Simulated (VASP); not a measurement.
Here is a VASP 6.6.1 calculation.

INCAR

```
SYSTEM = Rh
  ALGO = Normal
  DIPOL = 0.5 0.5 0.500
  EDIFF = 1E-7
  EDIFFG = -0.02
  ENCUT = 520
  GGA = PE
  IBRION = 2
  IDIPOL = 3
  ISIF = 2
  ISMEAR = 1
  LASPH = .TRUE.
  LCHARG = .FALSE.
  LDIPOL = .TRUE.
  LREAL = .FALSE.
  LWAVE = .FALSE.
  NELM = 120
  NSW = 90
  PREC = Accurate
  SIGMA = 0.1
```

KPOINTS

```
k-points
0
G
  14 14 1
  0 0 0
```

POSCAR

```
Rh
1.0
    2.7193470000      0.0000000000      0.0000000000
   -1.3596735000      2.3550235400      0.0000000000
    0.0000000000      0.0000000000     27.3762814600
Rh
4
Direct
    0.0000000000      1.0000000000      0.3797913400
    0.6666670000      0.3333330000      0.4599292100
    0.3333340000      0.6666660000      0.5400707900
    0.0000000000      1.0000000000      0.6202086600
```

Potentials or basis: VASP PAW PBE potentials, release 64 (Rh_pv).

Run with:

```sh
$ cat potpaw_PBE.64/Rh_pv/POTCAR > POTCAR
$ mpirun -np 1 vasp_std > vasp.out
```

Task: Estimate the energy gained by relaxing.

Result: 2.8 meV/atom.

Task: Predict the band gap on the k mesh.

Result: None (metal or under the smearing width).

Forces in eV/Å, atoms in the order of the input:
```
Rh   0.000  0.000  0.013
Rh   0.000  0.000 -0.009
Rh   0.000  0.000  0.009
Rh   0.000  0.000 -0.013
```
